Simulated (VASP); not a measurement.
# ZrSe2 (P-3m1) in VASP: a series of runs

Runs on ZrSe2. Level: PBE. Tasks: single point.

Program: VASP 6.6.1. These are calculated values, not measurements. Logs are shortened: lines on timing, memory, paths and dates and some standing lists are left out, and cuts for length are marked.

## 1. The crystal as given

Symmetry: P-3m1, No. 164, trigonal system. The conventional cell has a = 3.798 Å, b = 3.798 Å, c = 6.192 Å, α = 90.00°, β = 90.00°, γ = 120.00°. Zr (site symmetry -3m) has 6 Se at 2.68 Å as nearest neighbours. Se (site symmetry 3m) has 3 Zr at 2.68 Å as nearest neighbours.

## 2. Single point, PBE, spin-orbit coupling, no magnetisation

INCAR reads:

```
ALGO = Normal
EDIFF = 1E-7
ENCUT = 500
GGA = PE
GGA_COMPAT = False
ISIF = 2
ISMEAR = 0
LASPH = True
LCHARG = False
LMAXMIX = 4
LORBIT = 11
LREAL = False
LSORBIT = True
LWAVE = False
MAGMOM = 0 0 0 0 0 0 0 0 0
NBANDS = 40
NELM = 100
PREC = Accurate
SIGMA = 0.02
```

KPOINTS reads:

```
k-points
0
Gamma
  6 6 3
```

POSCAR reads:

```
ZrSe2
1.0
    3.7980000000      0.0000000000      0.0000000000
   -1.8990000000      3.2891644836      0.0000000000
    0.0000000000      0.0000000000      6.1920000000
Zr Se
1 2
Direct
    0.0000000000      0.0000000000      0.0000000000
    0.6666666667      0.3333333333      0.7500000000
    0.3333333333      0.6666666667      0.2500000000
```

Potentials or basis: VASP PAW PBE potentials, release 64 (Zr_sv, Se).

Run with:

```
cat potpaw_PBE.64/Zr_sv/POTCAR potpaw_PBE.64/Se/POTCAR > POTCAR
mpirun -np 1 vasp_ncl > vasp.out
```

OUTCAR:

```text
EDIFF = 1E-7
   ENCUT = 500
   GGA = PE
   ISIF = 2
   ISMEAR = 0
   LASPH = True
   LORBIT = 11
   LREAL = False
   LSORBIT = True
   NELM = 100
   PREC = Accurate

 Found     17 irreducible k-points:

 Following reciprocal coordinates:
            Coordinates               Weight
  0.000000  0.000000  0.000000      1.000000
  0.166667 -0.000000  0.000000      6.000000
  0.333333 -0.000000  0.000000      6.000000
  0.500000 -0.000000  0.000000      3.000000
  0.166667  0.166667  0.000000      6.000000
  0.333333  0.166667  0.000000     12.000000
   k-points           NKPTS =     17   k-points in BZ     NKDIM =     17   number of bands    NBANDS=     40
   number of dos      NEDOS =    301   number of ions     NIONS =      3
   total plane-waves  NPLWV =  37632
   dimension x,y,z NGX =    28 NGY =   28 NGZ =   48
   dimension x,y,z NGXF=    56 NGYF=   56 NGZF=   96
   ions per type =               1   2
   NGX,Y,Z   is equivalent  to a cutoff of  12.26, 12.26, 12.89 a.u.
   NGXF,Y,Z  is equivalent  to a cutoff of  24.51, 24.51, 25.77 a.u.
 SYSTEM =  unknown system
   PREC   = accura    normal or accurate (medium, high low for compatibility)
   ISTART =      0    job   : 0-new  1-cont  2-samecut
   ICHARG =      2    charge: 1-file 2-atom 10-const
   ISPIN  =      1    spin polarized calculation?
   LNONCOLLINEAR =      T non collinear calculations
   LSORBIT =      T    spin-orbit coupling
   LASPH  =      T    aspherical Exc in radial PAW
   ENCUT  =  500.0 eV  36.75 Ry    6.06 a.u.   6.92  6.92 11.29*2*pi/ulx,y,z
   NELM   =    100;   NELMIN=  2; NELMDL= -5     # of ELM steps
   EDIFF  = 0.1E-06   stopping-criterion for ELM
   LREAL  =      F    real-space projection
   EDIFFG = 0.1E-05   stopping-criterion for IOM
   NSW    =      0    number of steps for IOM
   IBRION =     -1    ionic relax: 0-MD 1-quasi-New 2-CG
   NFREE  =      0    steps in history (QN), initial steepest desc. (CG)
   ISIF   =      2    stress and relaxation
   ISYM   =      2    0-nonsym 1-usesym 2-fastsym
   POTIM  = 0.5000    time-step for ionic-motion
   TEBEG  =    0.0;   TEEND  =   0.0 temperature during run
   PSTRESS=    0.0 pullay stress
   NELECT =      24.0000    total number of electrons
   NUPDOWN=      -1.0000    fix difference up-down
   EMIN   =  10.00;   EMAX   =-10.00  energy-range for DOS
   EFERMI =   0.00;   METHOD = LEGACY
   ISMEAR =     0;   SIGMA  =   0.02  broadening in eV -4-tet -1-fermi 0-gaus
   EFERMI_NEDOS =   21; number of points for ismear=-14 and -15
   IALGO  =     38    algorithm
   IMIX   =      4    mixing-type and parameters
     AMIX     =   0.40;   BMIX     =  1.00
     AMIX_MAG =   1.60;   BMIX_MAG =  1.00
  volume/ion in A,a.u.               =      25.78       174.00
  Fermi-wavevector in a.u.,A,eV,Ry     =   1.108293  2.094371 16.712230  1.228314
  Thomas-Fermi vector in A             =   2.244819
   LORBIT       =     11    0 simple, 1 ext, 2 COOP (PROOUT), +10 PAW based schemes
   GGA     = PE    functional components
   LHFCALC =     F    Hartree Fock is set to
   AEXX    =    0.0000 exact exchange contribution
   IVDW    =     0    specifies the selected vdW correction
   LEPSILON=     F    determine dielectric tensor
   LRPA    =     F    only Hartree local field effects (RPA)
 Gauss-broadening in eV      SIGMA  =   0.02
  energy-cutoff  :      500.00
  volume of cell :       77.35
 maximum number of plane-waves:      3944
   NGX = 13   NGY = 13   NGZ = 23

 number of electron      24.0000002 magnetization      -0.0000000      0.0000000      0.0000000

 number of electron      24.0000002 magnetization      -0.0000000     -0.0000000      0.0000000

 number of electron      24.0000002 magnetization       0.0000000      0.0000000      0.0000000

 Free energy of the ion-electron system (eV)
  ---------------------------------------------------
  ext. energy  EPLUGINS =         0.00000000
  ---------------------------------------------------
  free energy    TOTEN  =       -19.66015222 eV

  energy without entropy =      -19.66015222  energy(sigma->0) =      -19.66015222

 E-fermi :   4.5562     XC(G=0):  -9.4463

 val. band max:        4.3827866475   @ k =   0.0000   0.0000   0.0000
 cond. band min:       4.6939460150   @ k =   0.5000  -0.0000   0.3333
 fundamental gap:      0.3111593675
 Fermi energy:         4.5562325898

 k-point     1 :       0.0000    0.0000    0.0000
  band No.  band energies     occupation
      1     -45.2379      1.00000
      2     -45.2379      1.00000
      3     -24.3771      1.00000
      4     -24.3771      1.00000
      5     -22.6922      1.00000
      6     -22.6922      1.00000
[... 28 lines left out ...]
     35       9.0007      0.00000
     36       9.0007      0.00000

 k-point     2 :       0.1667   -0.0000    0.0000
  band No.  band energies     occupation
      1     -45.2349      1.00000
      2     -45.2349      1.00000
      3     -24.3892      1.00000
      4     -24.3892      1.00000
      5     -22.6978      1.00000
      6     -22.6978      1.00000
[... 28 lines left out ...]
     35      10.2991      0.00000
     36      10.2991      0.00000
[... 115 lines left out ...]
     35      11.8518      0.00000
     36      11.8518      0.00000

 k-point     6 :       0.3333    0.1667    0.0000
  band No.  band energies     occupation
      1     -45.2259      1.00000
      2     -45.2259      1.00000
      3     -24.4273      1.00000
      4     -24.4273      1.00000
      5     -22.7491      1.00000
      6     -22.7491      1.00000
[... 28 lines left out ...]
     35      11.1592      0.00000
     36      11.1592      0.00000

 [... further k-points ...]

 [bands above 36 left out]

------------------------ aborting loop because EDIFF is reached ----------------------------------------

  FORCE on cell =-STRESS in cart. coord.  units (eV):
  Direction    XX          YY          ZZ          XY          YZ          ZX
  --------------------------------------------------------------------------------------
  -------------------------------------------------------------------------------------
  Total        0.7907018      0.7907018      1.5079411     -0.0000000      0.0000000     -0.0000000
  in kB       16.3776580     16.3776580     31.2337013     -0.0000000      0.0000000     -0.0000000
  external PRESSURE =      21.3296724 kB  Pullay stress =       0.0000000 kB

 VOLUME and BASIS-vectors are now :
 -----------------------------------------------------------------------------
  energy-cutoff  :      500.00
  volume of cell :       77.35
      direct lattice vectors                 reciprocal lattice vectors
     3.798000000  0.000000000  0.000000000     0.263296472  0.152014289  0.000000000
    -1.899000000  3.289164484  0.000000000     0.000000000  0.304028578  0.000000000
     0.000000000  0.000000000  6.192000000     0.000000000  0.000000000  0.161498708

 POSITION                                       TOTAL-FORCE (eV/Angst)
 -----------------------------------------------------------------------------------
      0.00000      0.00000      0.00000        -0.000000      0.000000      0.000000
      1.89900      1.09639      4.64400        -0.000000      0.000000     -0.291848
     -0.00000      2.19278      1.54800         0.000000     -0.000000      0.291848
 -----------------------------------------------------------------------------------
    total drift:                               -0.000000     -0.000000     -0.000000

  FREE ENERGIE OF THE ION-ELECTRON SYSTEM (eV)
  ---------------------------------------------------
  free  energy   TOTEN  =       -19.6601522230 eV

  energy  without entropy=      -19.6601522230  energy(sigma->0) =      -19.66015222

 Spin-Orbit-Coupling matrix elements

 Ion:    1  E_soc:     -0.1419566
 l=   1
     0.0000000    -0.0226016    -0.0226143
    -0.0226016     0.0000000    -0.0226016
    -0.0226143    -0.0226016     0.0000000
 l=   2
     0.0000000    -0.0002748     0.0000000    -0.0002748    -0.0006626
    -0.0002748     0.0000000    -0.0005014    -0.0003960    -0.0002748
     0.0000000    -0.0005014     0.0000000    -0.0005014     0.0000000
    -0.0002748    -0.0003960    -0.0005014     0.0000000    -0.0002748
    -0.0006626    -0.0002748     0.0000000    -0.0002748     0.0000000
 l=   3
     0.0000000     0.0000000     0.0000000     0.0000000     0.0000000     0.0000000     0.0000000
     0.0000000     0.0000000     0.0000000     0.0000000     0.0000000     0.0000000     0.0000000
     0.0000000     0.0000000     0.0000000     0.0000000     0.0000000     0.0000000     0.0000000
     0.0000000     0.0000000     0.0000000     0.0000000     0.0000000     0.0000000     0.0000000
     0.0000000     0.0000000     0.0000000     0.0000000     0.0000000     0.0000000     0.0000000
     0.0000000     0.0000000     0.0000000     0.0000000     0.0000000     0.0000000     0.0000000
     0.0000000     0.0000000     0.0000000     0.0000000     0.0000000     0.0000000     0.0000000

 Ion:    2  E_soc:     -0.0394733
 l=   1
     0.0000000    -0.0066587    -0.0064379
    -0.0066587     0.0000000    -0.0066587
    -0.0064379    -0.0066587     0.0000000
 l=   2
     0.0000000     0.0000009     0.0000000     0.0000009     0.0000019
     0.0000009     0.0000000     0.0000044     0.0000044     0.0000009
     0.0000000     0.0000044     0.0000000     0.0000044     0.0000000
     0.0000009     0.0000044     0.0000044     0.0000000     0.0000009
     0.0000019     0.0000009     0.0000000     0.0000009     0.0000000
 l=   3
     0.0000000     0.0000000     0.0000000     0.0000000     0.0000000     0.0000000     0.0000000
     0.0000000     0.0000000     0.0000000     0.0000000     0.0000000     0.0000000     0.0000000
     0.0000000     0.0000000     0.0000000     0.0000000     0.0000000     0.0000000     0.0000000
     0.0000000     0.0000000     0.0000000     0.0000000     0.0000000     0.0000000     0.0000000
     0.0000000     0.0000000     0.0000000     0.0000000     0.0000000     0.0000000     0.0000000
     0.0000000     0.0000000     0.0000000     0.0000000     0.0000000     0.0000000     0.0000000
     0.0000000     0.0000000     0.0000000     0.0000000     0.0000000     0.0000000     0.0000000

 Ion:    3  E_soc:     -0.0394733
 l=   1
     0.0000000    -0.0066587    -0.0064379
    -0.0066587     0.0000000    -0.0066587
    -0.0064379    -0.0066587     0.0000000
 l=   2
     0.0000000     0.0000009     0.0000000     0.0000009     0.0000019
     0.0000009     0.0000000     0.0000044     0.0000044     0.0000009
     0.0000000     0.0000044     0.0000000     0.0000044     0.0000000
     0.0000009     0.0000044     0.0000044     0.0000000     0.0000009
     0.0000019     0.0000009     0.0000000     0.0000009     0.0000000
 l=   3
     0.0000000     0.0000000     0.0000000     0.0000000     0.0000000     0.0000000     0.0000000
     0.0000000     0.0000000     0.0000000     0.0000000     0.0000000     0.0000000     0.0000000
     0.0000000     0.0000000     0.0000000     0.0000000     0.0000000     0.0000000     0.0000000
     0.0000000     0.0000000     0.0000000     0.0000000     0.0000000     0.0000000     0.0000000
     0.0000000     0.0000000     0.0000000     0.0000000     0.0000000     0.0000000     0.0000000
     0.0000000     0.0000000     0.0000000     0.0000000     0.0000000     0.0000000     0.0000000
     0.0000000     0.0000000     0.0000000     0.0000000     0.0000000     0.0000000     0.0000000

 total charge

# of ion       s       p       d       tot
------------------------------------------
    1        2.169   6.010   1.464   9.642
    2        1.461   2.411   0.028   3.900
    3        1.461   2.411   0.028   3.900
--------------------------------------------------
tot          5.091  10.831   1.519  17.442

 magnetization (x)

# of ion       s       p       d       tot
------------------------------------------
    1        0.000   0.000   0.000   0.000
    2       -0.000  -0.000   0.000  -0.000
    3        0.000  -0.000   0.000  -0.000
--------------------------------------------------
tot         -0.000  -0.000   0.000  -0.000

 magnetization (y)

# of ion       s       p       d       tot
------------------------------------------
    1        0.000   0.000   0.000   0.000
    2       -0.000   0.000   0.000  -0.000
    3        0.000   0.000   0.000   0.000
--------------------------------------------------
tot          0.000   0.000   0.000   0.000

 magnetization (z)

# of ion       s       p       d       tot
------------------------------------------
    1       -0.000   0.000  -0.000  -0.000
    2        0.000   0.000   0.000   0.000
    3        0.000   0.000   0.000   0.000
--------------------------------------------------
tot         -0.000   0.000  -0.000  -0.000
```

Run time: 95 s. Hardware: 1 thread of Intel Xeon Platinum 8488C (Sapphire Rapids), shared host; peak memory 0.36 GiB.

The run converged, but some of its settings lie outside the range that counts as converged, so its numbers aren't taken as properties of the crystal.

What came out:

```yaml
Free_energy: -19.6602 eV
Pressure: 2.1 GPa
Largest_force: 0.292 eV/Å
Valence_electrons_inside_the_program's_atomic_spheres: Zr 9.64; Se 3.90
```

Caveat: this functional lacks dispersion, which binds the layers, so the pressure and a relaxed spacing across them are unreliable.

## 3. Single point, PBE, spin-orbit coupling, no magnetisation

INCAR: that of step 2 with these lines changed.

```diff
@@ -2,3 +2,3 @@
 EDIFF = 1E-7
-ENCUT = 500
+ENCUT = 350
 GGA = PE
```

KPOINTS reads:

```
k-points
0
Gamma
  7 7 4
```

POSCAR is that of step 2.

Potentials or basis: VASP PAW PBE potentials, release 64 (Zr_sv, Se).

Run with:

```
cat potpaw_PBE.64/Zr_sv/POTCAR potpaw_PBE.64/Se/POTCAR > POTCAR
mpirun -np 1 vasp_ncl > vasp.out
```

It took 84 s on 1 thread of Intel Xeon Platinum 8488C (Sapphire Rapids), shared host; peak memory 0.28 GiB.

These settings aren't checked as converged: the numbers below hold their error.

What came out:

```yaml
Free_energy: -19.6672 eV
Pressure: 1.9 GPa
Largest_force: 0.306 eV/Å
Valence_electrons_inside_the_program's_atomic_spheres: Zr 9.64; Se 3.90
```

Caveat: this functional lacks dispersion, which binds the layers, so the pressure and a relaxed spacing across them are unreliable.

## 4. For comparison

An earlier run on the cell as given: functional PBE; potentials or basis VASP PAW PBE potentials, release 64 (Zr_sv, Se); cutoff 520 eV; k mesh 8 × 8 × 5; occupations fermi-dirac, width 0.05 eV; no spin polarisation.

* Pressure: 2.0 GPa
* Largest force: 0.301 eV/Å
* Band gap on the k mesh: 0.41 eV, indirect (least direct gap 1.05 eV)
